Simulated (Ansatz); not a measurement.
## Ta (Im-3m), clamped-ion strain scan

All numbers below come from DFT PBE, scalar-relativistic, plane waves, PAW (Ansatz 0.2.0). Cutoff 420 eV, Γ-centred 20×20×20 k-points, Gaussian smearing of 0.15 eV. Spin–orbit coupling is left out, which can shift energies with elements as heavy as these. No spin polarisation. Energies are free energies at this smearing, counted from the undisturbed cell; pressure is positive in compression.

Reference structure (as given, not relaxed at this level; it stands at 3.1 GPa):

```yaml
crystal:
  lattice:
    - [-1.65128, 1.65128, 1.65128]
    - [1.65128, -1.65128, 1.65128]
    - [1.65128, 1.65128, -1.65128]
  atoms:
    - { symbol: Ta, position: [0.00000, 0.00000, 0.00000] }
```

The cell is strained by ε times the Voigt pattern (1, 0, 0, 0, 0, 0) (xx, yy, zz, yz, xz, xy; engineering shear) with fractional coordinates fixed. The cell is metallic on the mesh throughout.

```tsv
ε	ΔE (meV/atom)
-0.0600	85.9
-0.0450	51.6
-0.0300	26.1
-0.0150	9.1
0.0000	0.0
0.0150	-1.7
0.0300	3.2
0.0450	14.0
0.0525	21.3
0.0600	30.0
```

(1) Predict the pressure (GPa) at each point.

## Answers

(1)
| ε | pressure (GPa) |
| --- | --- |
| -0.0600 | 17.8 |
| -0.0450 | 13.7 |
| -0.0300 | 9.9 |
| -0.0150 | 6.4 |
| 0.0000 | 3.1 |
| 0.0150 | 0.1 |
| 0.0300 | -2.6 |
| 0.0450 | -5.1 |
| 0.0525 | -6.3 |
| 0.0600 | -7.4 |